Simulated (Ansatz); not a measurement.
# Polar AlN (0001) films against thickness, part 2 of 3

What happens to a polar AlN (0001) film as it grows?

Ansatz 0.2.0; plane-wave DFT, PBE, Ansatz PAW.

So far. Step 7 (Relaxation, 6 atoms, units 3): The gap is 3.80 eV, with the valence edge 5.53 eV and the conduction edge 1.73 eV under the upper vacuum level. Step 8 (Single point on the relaxed film, 6 atoms, units 3): The vacuum levels of the two faces differ by 0.00 eV, and the gap is 3.80 eV. Cations and anions have moved into nearly the same planes, so this film is no longer polar.

**9. Before relaxing, 6 atoms, units 3**

input.yaml reads:

```yaml
crystal:
  lattice:
    - [3.11, 0.0, 0.0]
    - [-1.555, 2.69333901, 0.0]
    - [0.0, 0.0, 23.56764]
  atoms:
    - { symbol: "N", position: [0.66666667, 0.33333333, 0.3818795603] }
    - { symbol: Al, position: [0.33333333, 0.66666667, 0.4068137497] }
    - { symbol: "N", position: [0.33333333, 0.66666667, 0.4875329053] }
    - { symbol: Al, position: [0.66666667, 0.33333333, 0.5124670947] }
    - { symbol: "N", position: [0.66666667, 0.33333333, 0.5931862503] }
    - { symbol: Al, position: [0.33333333, 0.66666667, 0.6181204397] }
kpoints:
  mp_grid: { grid: [12, 12, 1] }
hamiltonian:
  xc: pbe
scf:
  occupations: { method: fermi_dirac, width: 0.03 }
  convergence: { dr2_threshold: 1.0e-09 }
efield:
  axis: 3
  dipole_correction: true
  ramp_position: 0.97
  ramp_width: 0.06
output:
  write_potential: true
  write_density: true
  volumetric_format: npy
```

Started as:

```console
$ ansatz run input.yaml --threads 4 --pin off --max-ram 6144MiB --backend cpu --events-out ev --progress --plain --runs-dir out
```

Elapsed: 5.2 s, on 4 threads of Arm Neoverse N1, shared host; peak memory 0.43 GiB; 19 s of CPU time.

Numbers from this step:

```
energy at zero smearing        : -2768.9517 eV
work function, upper face      : 4.213 eV
work function, lower face      : 7.665 eV
dipole along the normal        : 0.1598 e·Å
step between the vacuum levels : -3.453 eV
```

The vacuum levels of the two faces differ by 3.45 eV, and there is no gap.

**10. Relaxing the film, 8 atoms, units 4**

System of this step: AlN (0001), 4 units. The cell holds 8 atoms: 4 N and 4 Al. Its edges and angles: a = 3.110 Å, b = 3.110 Å, c = 26.058 Å, α = 90.0°, β = 90.0°, γ = 120.0°. It derives from AlN (wurtzite AlN). Vacuum lies along c.

input.yaml, the sections that differ from step 9:

```yaml
crystal:
  lattice:
    - [3.11, 0.0, 0.0]
    - [-1.555, 2.69333901, 0.0]
    - [0.0, 0.0, 26.05764]
  atoms:
    - { symbol: "N", position: [0.66666667, 0.33333333, 0.3453881472] }
    - { symbol: Al, position: [0.33333333, 0.66666667, 0.3679396906] }
    - { symbol: "N", position: [0.33333333, 0.66666667, 0.4409455346] }
    - { symbol: Al, position: [0.66666667, 0.33333333, 0.463497078] }
    - { symbol: "N", position: [0.66666667, 0.33333333, 0.536502922] }
    - { symbol: Al, position: [0.33333333, 0.66666667, 0.5590544654] }
    - { symbol: "N", position: [0.33333333, 0.66666667, 0.6320603094] }
    - { symbol: Al, position: [0.66666667, 0.33333333, 0.6546118528] }
relax:
  f_tol: 0.01
  max_steps: 100
# kpoints, hamiltonian, scf, efield, output: as in step 9
```

Run time: 56 s. Hardware: 4 threads; peak memory 0.48 GiB; 3.6 min of CPU time.

Relaxation path:

```csv
step,energy less that of the first step (eV),largest force component (eV/Å)
1,0.0000,2.4085
2,-0.2329,1.6845
3,-0.5294,0.5775
4,-0.6595,0.7515
5,-1.1714,1.4298
6,-1.3873,1.4287
7,-1.5854,0.4704
8,-1.6132,0.1208
9,-1.6155,0.0294
10,-1.6159,0.0132
11,-1.6159,0.0015
```

Forces are held to the 6 operations that the run works with; a distortion that breaks them can't arise in this run.

The atoms that moved most (Å):

```csv
atom,dx,dy,dz,length
Al8,0.000,0.000,-0.719,0.719
N1,0.000,0.000,0.619,0.619
N3,0.000,0.000,0.415,0.415
Al6,0.000,0.000,-0.395,0.395
Al4,0.000,0.000,-0.192,0.192
N5,0.000,0.000,0.172,0.172
Al2,0.000,0.000,0.132,0.132
N7,0.000,0.000,-0.032,0.032
```

Final coordinates:

```cif
data_structure
_symmetry_space_group_name_H-M 'P 1'
_symmetry_Int_Tables_number 1
_cell_length_a 3.1100
_cell_length_b 3.1100
_cell_length_c 26.0576
_cell_angle_alpha 90.000
_cell_angle_beta 90.000
_cell_angle_gamma 120.000
_cell_volume 218.27
loop_
_atom_site_label
_atom_site_type_symbol
_atom_site_fract_x
_atom_site_fract_y
_atom_site_fract_z
_atom_site_occupancy
N1 N 0.66667 0.33333 0.36916 1
Al2 Al 0.33333 0.66667 0.37300 1
N3 N 0.33333 0.66667 0.45689 1
Al4 Al 0.66667 0.33333 0.45612 1
N5 N 0.66667 0.33333 0.54311 1
Al6 Al 0.33333 0.66667 0.54388 1
N7 N 0.33333 0.66667 0.63084 1
Al8 Al 0.66667 0.33333 0.62700 1
```

The relaxation took 11 steps and lowered the energy by 1.6 eV; the largest force on the free atoms ends at 0.0015 eV/Å.

The gap is 3.71 eV, with the valence edge 5.35 eV and the conduction edge 1.64 eV under the upper vacuum level.

**11. The relaxed film, single point, 8 atoms, units 4**

input.yaml, the sections that differ from step 10:

```yaml
crystal:
  lattice:
    - [3.1100000024, 0.0, 0.0]
    - [-1.5550000012, 2.6933390079, 0.0]
    - [0.0, 0.0, 26.05764]
  atoms:
    - { symbol: "N", position: [0.6666666667, 0.3333333333, 0.3691599046] }
    - { symbol: Al, position: [0.3333333333, 0.6666666667, 0.372995515] }
    - { symbol: "N", position: [0.3333333333, 0.6666666667, 0.4568903107] }
    - { symbol: Al, position: [0.6666666667, 0.3333333333, 0.4561227633] }
    - { symbol: "N", position: [0.6666666667, 0.3333333333, 0.5431097357] }
    - { symbol: Al, position: [0.3333333333, 0.6666666667, 0.5438769627] }
    - { symbol: "N", position: [0.3333333333, 0.6666666667, 0.6308401977] }
    - { symbol: Al, position: [0.6666666667, 0.3333333333, 0.6270046103] }
output:
  eigenvalues: true
  dos: { projected: true, e_range: [-7, 7] }
  write_potential: true
  write_density: true
  volumetric_format: npy
# kpoints, hamiltonian, scf, efield: as in step 10
# relax: removed
```

It took 7.3 s on 4 threads; peak memory 0.47 GiB; 27 s of CPU time.

The density of states has structure finer than the step of the table below, so its rows give means over 0.2 eV, whole bins alone (the curve runs from -7 to 1.98 eV). Peaks (eV: height): -6.65: 7.76, -5.60: 9.65, -4.09: 8.04, -3.63: 9.92, -3.42: 9.88, -3.00: 5.72, -2.40: 9.51.

Table of density of states by energy, zero at the Fermi level of the run, which the smearing sets inside the gap; means over each step:

```csv
energy (eV),density of states (states/eV a cell)
-6.8,2.09
-6.6,4.54
-6.4,2.35
-6.2,2.96
-6.0,2.81
-5.8,2.94
-5.6,5.25
-5.4,3.68
-5.2,4.32
-5.0,3.33
-4.8,4.16
-4.6,4.68
-4.4,4.80
-4.2,4.55
-4.0,5.18
-3.8,3.25
-3.6,5.77
-3.4,7.08
-3.2,3.87
-3.0,4.32
-2.8,3.42
-2.6,4.05
-2.4,4.71
-2.2,1.17
-2.0,2.24
-1.8,0.232
-1.6,0
-1.4,0
-1.2,0
-1.0,0
-0.8,0
-0.6,0
-0.4,0
-0.2,0
0.0,0
0.2,0
0.4,0
0.6,0
0.8,0
1.0,0
1.2,0
1.4,0
1.6,0
1.8,0.0211
```

The vacuum levels of the two faces differ by 0.00 eV, and the gap is 3.71 eV. Cations and anions have moved into nearly the same planes, so this film is no longer polar.

**12. Before relaxing, 8 atoms, units 4**

input.yaml, the sections that differ from step 11:

```yaml
crystal:
  lattice:
    - [3.11, 0.0, 0.0]
    - [-1.555, 2.69333901, 0.0]
    - [0.0, 0.0, 26.05764]
  atoms:
    - { symbol: "N", position: [0.66666667, 0.33333333, 0.3453881472] }
    - { symbol: Al, position: [0.33333333, 0.66666667, 0.3679396906] }
    - { symbol: "N", position: [0.33333333, 0.66666667, 0.4409455346] }
    - { symbol: Al, position: [0.66666667, 0.33333333, 0.463497078] }
    - { symbol: "N", position: [0.66666667, 0.33333333, 0.536502922] }
    - { symbol: Al, position: [0.33333333, 0.66666667, 0.5590544654] }
    - { symbol: "N", position: [0.33333333, 0.66666667, 0.6320603094] }
    - { symbol: Al, position: [0.66666667, 0.33333333, 0.6546118528] }
output:
  write_potential: true
  write_density: true
  volumetric_format: npy
# kpoints, hamiltonian, scf, efield: as in step 11
```

The job ended after 8.1 s (4 threads; peak memory 0.47 GiB).

The vacuum levels of the two faces differ by 3.28 eV, and there is no gap.

**13. Relaxation, 12 atoms, units 6**

System of this step: AlN (0001), 6 units. The cell holds 12 atoms: 6 N and 6 Al. Its edges and angles: a = 3.110 Å, b = 3.110 Å, c = 31.038 Å, α = 90.0°, β = 90.0°, γ = 120.0°. It derives from AlN (wurtzite AlN). Vacuum lies along c.

input.yaml, the sections that differ from step 12:

```yaml
crystal:
  lattice:
    - [3.11, 0.0, 0.0]
    - [-1.555, 2.69333901, 0.0]
    - [0.0, 0.0, 31.03764]
  atoms:
    - { symbol: "N", position: [0.66666667, 0.33333333, 0.2899705003] }
    - { symbol: Al, position: [0.33333333, 0.66666667, 0.3089036409] }
    - { symbol: "N", position: [0.33333333, 0.66666667, 0.3701956721] }
    - { symbol: Al, position: [0.66666667, 0.33333333, 0.3891288126] }
    - { symbol: "N", position: [0.66666667, 0.33333333, 0.4504208439] }
    - { symbol: Al, position: [0.33333333, 0.66666667, 0.4693539844] }
    - { symbol: "N", position: [0.33333333, 0.66666667, 0.5306460156] }
    - { symbol: Al, position: [0.66666667, 0.33333333, 0.5495791561] }
    - { symbol: "N", position: [0.66666667, 0.33333333, 0.6108711874] }
    - { symbol: Al, position: [0.33333333, 0.66666667, 0.6298043279] }
    - { symbol: "N", position: [0.33333333, 0.66666667, 0.6910963591] }
    - { symbol: Al, position: [0.66666667, 0.33333333, 0.7100294997] }
relax:
  f_tol: 0.01
  max_steps: 100
# kpoints, hamiltonian, scf, efield, output: as in step 12
```

It took 2 min on 4 threads; peak memory 0.6 GiB; 6.3 min of CPU time.

The relaxation took 9 steps and lowered the energy by 0.37 eV; the largest force on the free atoms ends at 0.0022 eV/Å.

The work function of the upper face is 4.09 eV.

**14. The relaxed film, single point, 12 atoms, units 6**

input.yaml reads:

```yaml
crystal:
  lattice:
    - [3.1100000024, 0.0, 0.0]
    - [-1.5550000012, 2.6933390079, 0.0]
    - [0.0, 0.0, 31.03764]
  atoms:
    - { symbol: "N", position: [0.6666666667, 0.3333333333, 0.2970824543] }
    - { symbol: Al, position: [0.3333333333, 0.6666666667, 0.3073490095] }
    - { symbol: "N", position: [0.3333333333, 0.6666666667, 0.3723577885] }
    - { symbol: Al, position: [0.6666666667, 0.3333333333, 0.3872556806] }
    - { symbol: "N", position: [0.6666666667, 0.3333333333, 0.4512456566] }
    - { symbol: Al, position: [0.3333333333, 0.6666666667, 0.4673188641] }
    - { symbol: "N", position: [0.3333333333, 0.6666666667, 0.5311577022] }
    - { symbol: Al, position: [0.6666666667, 0.3333333333, 0.5473037666] }
    - { symbol: "N", position: [0.6666666667, 0.3333333333, 0.6111504876] }
    - { symbol: Al, position: [0.3333333333, 0.6666666667, 0.6273436026] }
    - { symbol: "N", position: [0.3333333333, 0.6666666667, 0.6917641946] }
    - { symbol: Al, position: [0.6666666667, 0.3333333333, 0.7086707929] }
kpoints:
  mp_grid: { grid: [12, 12, 1] }
hamiltonian:
  xc: pbe
scf:
  occupations: { method: fermi_dirac, width: 0.03 }
  convergence: { dr2_threshold: 1.0e-09 }
efield:
  axis: 3
  dipole_correction: true
  ramp_position: 0.97
  ramp_width: 0.06
output:
  eigenvalues: true
  dos: { projected: true, e_range: [-7, 7] }
  write_potential: true
  write_density: true
  volumetric_format: npy
```

The job ended after 20 s (4 threads; peak memory 0.61 GiB; 66 s of CPU time).

The density of states has structure finer than the step of the table below, so its rows give means over 0.25 eV, whole bins alone (the curve runs from -7 to 1.98 eV). Peaks (eV: height): -5.670: 8.69, -5.420: 9.80, -5.000: 9.73, -4.860: 8.14, -3.950: 11.3, -3.110: 8.12, 0.020: 13.6.

The density of states by energy, zero at the Fermi level; means over each step:

```csv
energy (eV),density of states (states/eV a cell)
-6.75,2.99
-6.50,3.57
-6.25,3.40
-6.00,4.20
-5.75,4.41
-5.50,4.88
-5.25,5.23
-5.00,5.88
-4.75,5.05
-4.50,6.58
-4.25,6.47
-4.00,7.49
-3.75,5.84
-3.50,6.36
-3.25,5.31
-3.00,5.30
-2.75,6.24
-2.50,5.61
-2.25,4.52
-2.00,4.01
-1.75,4.68
-1.50,3.62
-1.25,3.14
-1.00,2.32
-0.75,1.84
-0.50,1.26
-0.25,2.24
0.00,7.39
0.25,0.997
0.50,1.21
0.75,1.60
1.00,0.792
1.25,0.532
1.50,0.236
1.75,0.00560
```

The vacuum levels of the two faces differ by 2.33 eV, and there is no gap.

**15. Relaxing the film, 16 atoms, units 8**

System of this step: AlN (0001), 8 units. The cell holds 16 atoms: 8 N and 8 Al. Cell: a = 3.110 Å, b = 3.110 Å, c = 36.018 Å, α = 90.0°, β = 90.0°, γ = 120.0°. It derives from AlN (wurtzite AlN). Vacuum lies along c.

input.yaml reads:

```yaml
crystal:
  lattice:
    - [3.11, 0.0, 0.0]
    - [-1.555, 2.69333901, 0.0]
    - [0.0, 0.0, 36.01764]
  atoms:
    - { symbol: "N", position: [0.66666667, 0.33333333, 0.24987756] }
    - { symbol: Al, position: [0.33333333, 0.66666667, 0.2661928988] }
    - { symbol: "N", position: [0.33333333, 0.66666667, 0.3190103516] }
    - { symbol: Al, position: [0.66666667, 0.33333333, 0.3353256904] }
    - { symbol: "N", position: [0.66666667, 0.33333333, 0.3881431432] }
    - { symbol: Al, position: [0.33333333, 0.66666667, 0.404458482] }
    - { symbol: "N", position: [0.33333333, 0.66666667, 0.4572759348] }
    - { symbol: Al, position: [0.66666667, 0.33333333, 0.4735912736] }
    - { symbol: "N", position: [0.66666667, 0.33333333, 0.5264087264] }
    - { symbol: Al, position: [0.33333333, 0.66666667, 0.5427240652] }
    - { symbol: "N", position: [0.33333333, 0.66666667, 0.595541518] }
    - { symbol: Al, position: [0.66666667, 0.33333333, 0.6118568568] }
    - { symbol: "N", position: [0.66666667, 0.33333333, 0.6646743096] }
    - { symbol: Al, position: [0.33333333, 0.66666667, 0.6809896484] }
    - { symbol: "N", position: [0.33333333, 0.66666667, 0.7338071012] }
    - { symbol: Al, position: [0.66666667, 0.33333333, 0.75012244] }
kpoints:
  mp_grid: { grid: [12, 12, 1] }
hamiltonian:
  xc: pbe
scf:
  occupations: { method: fermi_dirac, width: 0.03 }
  convergence: { dr2_threshold: 1.0e-09 }
efield:
  axis: 3
  dipole_correction: true
  ramp_position: 0.97
  ramp_width: 0.06
relax:
  f_tol: 0.01
  max_steps: 100
output:
  write_potential: true
  write_density: true
  volumetric_format: npy
```

Run time: 3.4 min. Hardware: 4 threads; peak memory 0.73 GiB; 9.3 min of CPU time.

Running mean over 2.49 Å of the planar mean; the ramp of the sawtooth is left out. Electron's electrostatic potential energy less the Fermi level against z:

```csv
z (Å),electron's electrostatic potential energy less the Fermi level (eV)
4,6.40
5,6.40
6,6.38
7,6.14
8,2.23
9,-2.61
10,-3.98
11,-4.02
12,-4.20
13,-4.42
14,-4.52
15,-4.71
16,-4.89
17,-5.10
18,-5.26
19,-5.48
20,-5.65
21,-5.85
22,-6.06
23,-6.21
24,-6.42
25,-6.48
26,-6.65
27,-6.81
28,-2.33
29,2.38
30,4.01
31,4.25
32,4.28
```

The relaxation took 7 steps and lowered the energy by 0.31 eV; the largest force on the free atoms ends at 0.0029 eV/Å.

The work function of the upper face is 4.29 eV.

**16. Side by side**

Times are for 4 threads of Arm Neoverse N1, shared host. The series side by side:

```csv
no.,units,gap by band count (eV),dipole along the normal (e·Å),dipole field (V/Å),time,memory (GiB)
1,1,2.953,-4.23e-5,-4.91e-5,4.9 s,0.39
2,2,3.808,6.27e-6,6.43e-6,14 s,0.40
3,3,3.802,-8.51e-7,-7.80e-7,27 s,0.44
4,4,3.709,1.86e-5,1.54e-5,56 s,0.48
5,6,-0.3584,0.1080,0.07519,2 min,0.60
6,8,-0.3386,0.09767,0.05858,3.4 min,0.73
```

The valence density, planar mean (1) oscillates, so the rows of the table below give means over windows of 1 Å about each position, cut where the curve ends. Its maxima inside the range that stand out by 2 % of the span (Å: e/Å³): 9.4: 0.736.

The runs together. The valence density, planar mean by z; means over each step:

```csv
z (Å),1 (e/Å³),2 (e/Å³),3 (e/Å³),4 (e/Å³),6 (e/Å³),8 (e/Å³)
5,1.6e-5,9.6e-6,7.6e-6,5.5e-6,8.5e-6,8.9e-6
6,2.8e-4,1.6e-4,1.2e-4,8.8e-5,1.6e-4,1.7e-4
7,0.00468,0.00273,0.00204,0.00146,0.00299,0.00324
8,0.0734,0.0502,0.0364,0.0259,0.0639,0.0717
9,0.546,0.498,0.424,0.351,0.557,0.571
10,0.305,0.397,0.458,0.518,0.299,0.280
11,0.0241,0.359,0.315,0.272,0.397,0.417
12,0.00147,0.537,0.586,0.616,0.482,0.460
13,8.5e-5,0.0630,0.239,0.233,0.207,0.215
14,4.8e-6,0.00342,0.617,0.601,0.607,0.606
15,0,2.0e-4,0.175,0.292,0.222,0.212
16,0,1.2e-5,0.0102,0.492,0.435,0.443
17,0,7.7e-7,5.8e-4,0.387,0.446,0.435
18,0,0,3.8e-5,0.0323,0.201,0.202
```

(Part 2 of 3 ends here.)

[Logs are printed without paths, hosts, clocks, repeated set-up lines and the standing remarks that a program may print on its own settings, such as how far it seeks lower states.]

[Hosts, paths, dates, database ids (printed as entryN), source tags and the programs' standing remarks are cut or masked in the printed files.]

[Maps of the electrostatic potential energy from Ansatz leave out the sawtooth potential of an applied field or a dipole correction, so their vacuum need not be flat; planar profiles and work functions include it.]

[The density of states shown here was stored with 400 of the rows of the run's finer table, so its peaks can read low, often by over a quarter, or be missed, and its means over a window can be off by a tenth or more.]
